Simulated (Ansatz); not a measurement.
# MgS (Niningerite) (Fm-3m) in Ansatz: further runs

Runs on MgS (Niningerite). Level: PBEsol. Tasks: single point.

Program: Ansatz 0.2.0. These are calculated values, not measurements. Logs are shortened: lines on timing, memory, paths and dates and some standing lists are left out, and cuts for length are marked.

## (1) The crystal as given

The structure is cubic, space group Fm-3m (No. 225). The conventional cell has a = 5.203 Å, b = 5.203 Å, c = 5.203 Å, α = 90.00°, β = 90.00°, γ = 90.00°. S (site symmetry m-3m) has 6 Mg at 2.60 Å as nearest neighbours. Mg (site symmetry m-3m) has 6 S at 2.60 Å as nearest neighbours.

## (2) Single point, PBEsol, 16.55 Å³/atom (volume scaled by 0.94)

Contents of input.yaml:

```yaml
crystal:
  lattice:
    - [0.0, 2.5485401997, 2.5485401997]
    - [2.5485401997, 0.0, 2.5485401997]
    - [2.5485401997, 2.5485401997, 0.0]
  atoms:
    - { symbol: S, position: [0.5, 0.5, 0.5] }
    - { symbol: Mg, position: [0.0, 0.0, 0.0] }
kpoints:
  mp_grid: { grid: [9, 9, 9] }
scf:
  occupations: { method: fermi_dirac, width: 0.05 }
hamiltonian:
  xc: pbesol
  pseudopotentials: { kind: all_electron, lapw: { basis_error: 0.0005 } }
output:
  forces: true
  stress: true
  eigenvalues: true
```

Potentials or basis: all-electron LAPW, scalar-relativistic.

The run is started by

```
$ ansatz run input.yaml --threads 1 --pin off --max-ram 3072MiB --backend cpu --events-out ev --progress --plain --runs-dir out
```

Log:

```text
Warning: RAYON_NUM_THREADS=1 ignored (pool sized by the plan → 1); use --threads N
LAPW: plane waves up to 7.407 Å⁻¹, error target 5.0e-4 eV per atom; small_component_spin mean_spin; Mg in spheres of 1.300 Å, 10 of its electrons in bands, Dirac shells []; S in spheres of 1.249 Å, 14 of its electrons in bands, Dirac shells [] (how accurate: hamiltonian.pseudopotentials.lapw.basis_error, Limitations)
Engine: ansatz 0.2.0, x86_64-unknown-linux-gnu
Pseudopotentials: kind: all_electron
Pseudopotential: S, LAPW, valence charge 14, lapw/all_electron/scalar/gaussian/S, Koelling and Harmon's equation, gaussian nucleus
Pseudopotential: Mg, LAPW, valence charge 10, lapw/all_electron/scalar/gaussian/Mg, Koelling and Harmon's equation, gaussian nucleus
Functional definition: PBEsol
  exchange = pbesol_x
  correlation = pbesol_c
Crystal: 2 atoms, lattice volume = 33.106 Å³
Basis set: ecut = 209.0478958875161 eV, 259 PW (Γ), exchange–correlation at level 2
Bands: 16, of which v1, the nominal top of the filled ones, is band 12 counted from 1 (11 counted from 0)
Symmetry: 48 space group operations
Space group: Fm-3m (ITA 225), of the structure as read, at distance tolerance 3.2e-5 Å
k-points: 35 of 729
Non-local potential: S, projectors of the file, none
Non-local potential: Mg, projectors of the file, none
Initial density: superposition of atomic densities (chi_scale 0.1, normalization cell, long waves kept (reshape's long-wave potential 0.00 eV rms))
Initial wavefunctions: plane waves of lowest kinetic energy (no species holds an atomic orbital)
Functional: x = pbesol(κ = 0.804, μ = 0.12345679012345678), c = pbesol(β = 0.046)
iter 1 solved again at ethr=3.50e-3 eV; its pass at ethr=1.00e-1 eV (dr2=8.40e-1 eV) is discarded
SCF iter   1: F=—  HF=-16288.463976 eV  |F-HF|=—  |Δ(HF+E_count)|=         —  Δρ=3.91e-2  dr2=8.40e-1  ethr=3.50e-3  ⟨swp⟩=2.0  Hψ=3926  notcnv=0
preconditioner: auto → none  [insulator: Δε(μ)=3.820 eV  Ē_g=12.454 eV  σ=0.050 eV  W_gap=1.00  n_scr=14 (ndim 8)  ℏωp=18.3 eV  f_vac=0.000  D(μ)=0.00/eV (n_scr^D=0)  ε∞_Penn≈3.1]
iter 2 solved again at ethr=8.64e-5 eV; its pass at ethr=3.50e-3 eV (dr2=2.07e-2 eV) is discarded
SCF iter   2: F=—  HF=-16288.120211 eV  |F-HF|=—  |Δ(HF+E_count)|=   3.44e-1  Δρ=7.78e-3  dr2=2.07e-2  ethr=8.64e-5  ⟨swp⟩=2.0  Hψ=2934  notcnv=0
SCF iter   3: F=—  HF=-16288.114750 eV  |F-HF|=—  |Δ(HF+E_count)|=         —  Δρ=3.94e-3  dr2=6.19e-3  ethr=8.62e-5  ⟨swp⟩=2.0  Hψ=1541  notcnv=0
the basis was enlarged: its passes take 402.3 KiB over the memory plan, 1 of 1 planned eigensolver slots
SCF iter   4: F=—  HF=-16288.114934 eV  |F-HF|=—  |Δ(HF+E_count)|=   1.84e-4  Δρ=2.78e-4  dr2=1.66e-5  ethr=2.58e-5  ⟨swp⟩=2.0  Hψ=1607  notcnv=0
SCF iter   5: F=—  HF=-16288.114951 eV  |F-HF|=—  |Δ(HF+E_count)|=   1.70e-5  Δρ=3.62e-5  dr2=2.86e-7  ethr=6.94e-8  ⟨swp⟩=2.5  Hψ=1575  notcnv=0
SCF iter   6: F=-16288.114951 eV  HF=-16288.114951 eV  |F-HF|=1.97e-8  |Δ(HF+E_count)|=   6.50e-8  Δρ=6.47e-6  dr2=1.12e-8  ethr=1.19e-9  ⟨swp⟩=2.5  Hψ=1563  notcnv=0
SCF 1 converged in 6 iterations: F = -16288.114951 eV  dr2 = 1.12e-8
SCF converged after 6 iterations
Free energy (F): -16288.114951 eV
Harris-Foulkes:  -16288.114951 eV  (|F-HF|=1.97e-8)
Internal energy: -16288.114951 eV  (E = F + TS)
E sigma→0 (E₀):  -16288.114951 eV
Fermi energy:    8.892885 eV
--- Per-component energies (eV) ---
  E_band       = -1552.829395
  E_kinetic    = 16341.355750
  E_xc         = -1118.540140
  E_electrostatic = -31510.930560  (all electrons and nuclei)
  E_smearing   = -0.000000  (= −TS)
  E_closure    = 0.000000  (closes the sum)
  E_atoms      = -16279.094668  (free atoms, spherical and without spin; not in F)
  Σ components = -16288.114951   (vs F -16288.114951, Δ=0.00e0)
  Basis errors (estimates in eV, not in F): energy 1.7e-4 per atom: plane waves 1.6e-4 (8.7e-5 summed), levels above the bands 3.4e-64, relativity 1.1e-8, radial functions 1.8e-5, core shells 2.7e-15; eigenvalues (radial functions only) 2.9e-6; not estimated: angular momenta, meshes, grids; target (lapw.basis_error) 5.0e-4; muffin-tin radii Mg 1.300 Å, S 1.249 Å
--- Forces (eV/Å), atoms counted from 1 ---
  atom   1  S      0.00000000     0.00000000     0.00000000
  atom   2  Mg     0.00000000    -0.00000000     0.00000000
  max |Σ_I F_I| component: 1.83e-31 eV/Å
--- Stress (GPa, compression-positive) ---
        4.259540      -0.000000       0.000000
       -0.000000       4.259540      -0.000000
        0.000000      -0.000000       4.259540
  P = ⅓ Tr σ = 4.2595 GPa (42.595 kbar)
--- Band table (eV; the first three rows and the last of 35) ---
  k-point 0: bands = ["-196.0192", "-141.0602", "-141.0602", "-141.0602", "-66.8207", "-33.7678", "-33.7678", "-33.7678", "-5.6405", "7.4095", "7.4095", "7.4095", "11.5042", "15.1704", "15.1704", "15.1704"]
  k-point 1: bands = ["-196.0192", "-141.0602", "-141.0602", "-141.0602", "-66.8207", "-33.7689", "-33.7680", "-33.7680", "-5.5063", "6.4945", "7.3154", "7.3154", "12.1702", "14.9228", "15.4094", "15.4094"]
  k-point 2: bands = ["-196.0192", "-141.0602", "-141.0602", "-141.0602", "-66.8205", "-33.7717", "-33.7683", "-33.7683", "-5.1316", "4.8224", "7.0985", "7.0985", "12.5141", "15.3169", "15.3169", "15.5840"]
  k-point 34: bands = ["-196.0192", "-141.0602", "-141.0602", "-141.0602", "-66.8201", "-33.7742", "-33.7731", "-33.7711", "-3.7081", "3.5343", "4.1310", "5.0941", "12.7561", "14.6906", "15.1612", "16.6297"]
```

It took 11 s on 1 thread of Intel Xeon Platinum 8175M at 2.50GHz (Skylake/Cascade Lake), shared host; peak memory 0.3 GiB.

Results:

```yaml
Free_energy: -16288.1150 eV
Pressure: 4.3 GPa
Band_gap_on_the_k_mesh: 2.96 eV, indirect (least direct gap 4.09 eV)
```

Caveat: an odd mesh through Γ misses points on the zone boundary, where band edges often lie.

## (3) Single point, PBEsol, 16.91 Å³/atom (volume scaled by 0.96)

Edit input.yaml of step 2 so:

```diff
@@ -2,5 +2,5 @@
   lattice:
-    - [0.0, 2.5485401997, 2.5485401997]
-    - [2.5485401997, 0.0, 2.5485401997]
-    - [2.5485401997, 2.5485401997, 0.0]
+    - [0.0, 2.5664882573, 2.5664882573]
+    - [2.5664882573, 0.0, 2.5664882573]
+    - [2.5664882573, 2.5664882573, 0.0]
   atoms:
```

Potentials or basis: all-electron LAPW, scalar-relativistic.

The run is started by

```
$ ansatz run input.yaml --threads 1 --pin off --max-ram 3072MiB --backend cpu --events-out ev --progress --plain --runs-dir out
```

Run time: 4.8 s. Hardware: 1 thread of Intel Xeon Platinum 8175M at 2.50GHz (Skylake/Cascade Lake), shared host; peak memory 0.3 GiB.

Results (log left out):

| Quantity | Value |
| --- | --- |
| Free energy | -16288.1294 eV |
| Pressure | 2.3 GPa |
| Band gap on the k mesh | 2.92 eV, indirect (least direct gap 3.92 eV) |

Caveat: an odd mesh through Γ misses points on the zone boundary, where band edges often lie.

## (4) Single point, PBEsol, 17.26 Å³/atom (volume scaled by 0.98)

Edit input.yaml of step 3 so:

```diff
@@ -2,5 +2,5 @@
   lattice:
-    - [0.0, 2.5664882573, 2.5664882573]
-    - [2.5664882573, 0.0, 2.5664882573]
-    - [2.5664882573, 2.5664882573, 0.0]
+    - [0.0, 2.5841887356, 2.5841887356]
+    - [2.5841887356, 0.0, 2.5841887356]
+    - [2.5841887356, 2.5841887356, 0.0]
   atoms:
```

The run is started by

```
$ ansatz run input.yaml --threads 1 --pin off --max-ram 3072MiB --backend cpu --events-out ev --progress --plain --runs-dir out
```

It took 11 s on 1 thread of Intel Xeon Platinum 8175M at 2.50GHz (Skylake/Cascade Lake), shared host; peak memory 0.3 GiB.

The run converged. Its results:

| Property | Result |
| --- | --- |
| Free energy | -16288.1358 eV |
| Pressure | 0.6 GPa |
| Band gap on the k mesh | 2.87 eV, indirect (least direct gap 3.75 eV) |

Caveat: an odd mesh through Γ misses points on the zone boundary, where band edges often lie.

## (5) Single point, PBEsol, 17.61 Å³/atom

Edit input.yaml of step 4 so:

```diff
@@ -2,5 +2,5 @@
   lattice:
-    - [0.0, 2.5841887356, 2.5841887356]
-    - [2.5841887356, 0.0, 2.5841887356]
-    - [2.5841887356, 2.5841887356, 0.0]
+    - [0.0, 2.60165, 2.60165]
+    - [2.60165, 0.0, 2.60165]
+    - [2.60165, 2.60165, 0.0]
   atoms:
```

The run is started by

```
$ ansatz run input.yaml --threads 1 --pin off --max-ram 3072MiB --backend cpu --events-out ev --progress --plain --runs-dir out
```

It took 7.1 s on 1 thread of Intel Xeon Platinum 8175M at 2.50GHz (Skylake/Cascade Lake), shared host; peak memory 0.3 GiB.

It converged, with:

```yaml
Free_energy: -16288.1349 eV
Pressure: -1.0 GPa
Band_gap_on_the_k_mesh: 2.83 eV, indirect (least direct gap 3.59 eV)
```

Caveat: an odd mesh through Γ misses points on the zone boundary, where band edges often lie.

## (6) Single point, PBEsol, 17.96 Å³/atom (volume scaled by 1.02)

Edit input.yaml of step 5 so:

```diff
@@ -2,5 +2,5 @@
   lattice:
-    - [0.0, 2.60165, 2.60165]
-    - [2.60165, 0.0, 2.60165]
-    - [2.60165, 2.60165, 0.0]
+    - [0.0, 2.6188799723, 2.6188799723]
+    - [2.6188799723, 0.0, 2.6188799723]
+    - [2.6188799723, 2.6188799723, 0.0]
   atoms:
```

Potentials or basis: all-electron LAPW, scalar-relativistic.

The run is started by

```
$ ansatz run input.yaml --threads 1 --pin off --max-ram 3072MiB --backend cpu --events-out ev --progress --plain --runs-dir out
```

Run time: 7.3 s. Hardware: 1 thread of Intel Xeon Platinum 8175M at 2.50GHz (Skylake/Cascade Lake), shared host; peak memory 0.3 GiB.

The run converged. Its results:

| Item | Value |
| --- | --- |
| Free energy | -16288.1276 eV |
| Pressure | -2.4 GPa |
| Band gap on the k mesh | 2.79 eV, indirect (least direct gap 3.44 eV) |

Caveat: an odd mesh through Γ misses points on the zone boundary, where band edges often lie.

## (7) Single point, PBEsol, 18.31 Å³/atom (volume scaled by 1.04)

Edit input.yaml of step 6 so:

```diff
@@ -2,5 +2,5 @@
   lattice:
-    - [0.0, 2.6188799723, 2.6188799723]
-    - [2.6188799723, 0.0, 2.6188799723]
-    - [2.6188799723, 2.6188799723, 0.0]
+    - [0.0, 2.6358861629, 2.6358861629]
+    - [2.6358861629, 0.0, 2.6358861629]
+    - [2.6358861629, 2.6358861629, 0.0]
   atoms:
```

The run is started by

```
$ ansatz run input.yaml --threads 1 --pin off --max-ram 3072MiB --backend cpu --events-out ev --progress --plain --runs-dir out
```

It took 5.5 s on 1 thread of Intel Xeon Platinum 8175M at 2.50GHz (Skylake/Cascade Lake), shared host; peak memory 0.3 GiB.

The run converged. Its results:

```yaml
Free_energy: -16288.1143 eV
Pressure: -3.6 GPa
Band_gap_on_the_k_mesh: 2.75 eV, indirect (least direct gap 3.30 eV)
```

Caveat: an odd mesh through Γ misses points on the zone boundary, where band edges often lie.

## (8) Single point, PBEsol, 18.67 Å³/atom (volume scaled by 1.06)

Edit input.yaml of step 7 so:

```diff
@@ -2,5 +2,5 @@
   lattice:
-    - [0.0, 2.6358861629, 2.6358861629]
-    - [2.6358861629, 0.0, 2.6358861629]
-    - [2.6358861629, 2.6358861629, 0.0]
+    - [0.0, 2.6526756995, 2.6526756995]
+    - [2.6526756995, 0.0, 2.6526756995]
+    - [2.6526756995, 2.6526756995, 0.0]
   atoms:
```

The run is started by

```
$ ansatz run input.yaml --threads 1 --pin off --max-ram 3072MiB --backend cpu --events-out ev --progress --plain --runs-dir out
```

Wall time 5.1 s (1 thread of Intel Xeon Platinum 8175M at 2.50GHz (Skylake/Cascade Lake), shared host); peak memory 0.28 GiB.

It converged, with:

| Property | Result |
| --- | --- |
| Free energy | -16288.0957 eV |
| Pressure | -4.8 GPa |
| Band gap on the k mesh | 2.71 eV, indirect (least direct gap 3.16 eV) |

Caveat: an odd mesh through Γ misses points on the zone boundary, where band edges often lie.

## (9) The reference run

An earlier run on the cell as given: functional PBEsol; potentials or basis all-electron LAPW, scalar-relativistic; cutoff 184 eV (chosen from the basis error); basis error allowed 0.001 eV/atom; k mesh 9 × 9 × 9; occupations fermi-dirac, width 0.05 eV; no spin polarisation.

- Pressure: -1.0 GPa
- Band gap on the k mesh: 2.83 eV, indirect (least direct gap 3.59 eV)
- Loewdin charges: S -1.27; Mg +1.44 e
